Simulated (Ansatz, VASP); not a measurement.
**One calculation of MgS (Niningerite), two programs**

```
CELL_PARAMETERS angstrom
0.00000 2.60165 2.60165
2.60165 0.00000 2.60165
2.60165 2.60165 0.00000
ATOMIC_POSITIONS crystal
S 0.50000 0.50000 0.50000
Mg 0.00000 0.00000 0.00000
```

Alike in both runs: task relaxation of cell and atoms; functional BLYP; dispersion D3(BJ); k mesh 9 × 9 × 9; occupations fermi-dirac, width 0.05 eV; no spin polarisation.

|  | VASP | Ansatz |
| --- | --- | --- |
| version | VASP 6.6.1 | Ansatz 0.2.0 |
| potentials or method | VASP PAW PBE potentials, release 64 (S, Mg) | Ansatz PAW |
| plane-wave cutoff (eV) | 600 | 420 |
| valence electrons in the cell | 8 | 16 |

```csv
,VASP,Ansatz,Ansatz less VASP
"gap on the k mesh at the Fermi level, each at its own relaxed structure (eV)",3.08,3.08,-0.003
relaxed volume (Å³/atom),16.77,16.80,+0.031
relaxed cell length with the largest relative difference (Å),3.620,3.622,+0.0022
energy change over the relaxation (meV/atom),-10,-9,+1.0
```

The two sets of potentials don't hold the same shells in valence.

Caveats: the PAW data sets were made with another functional, which shifts forces and pressure a little (VASP); an odd mesh through Γ misses points on the zone boundary, where band edges often lie (VASP); odd divisions of the mesh miss points on the zone boundary, where band edges often lie, so the gap on the mesh can be too wide (Ansatz); the plane-wave basis is chosen anew once the cell has moved, so the energies of steps on either side of that aren't comparable (Ansatz); the PAW data sets come from PBE, with cores solved anew for the run's functional, which leaves a small shift of forces and pressure (Ansatz). As with any semilocal functional, this BLYP gap is likely too small.
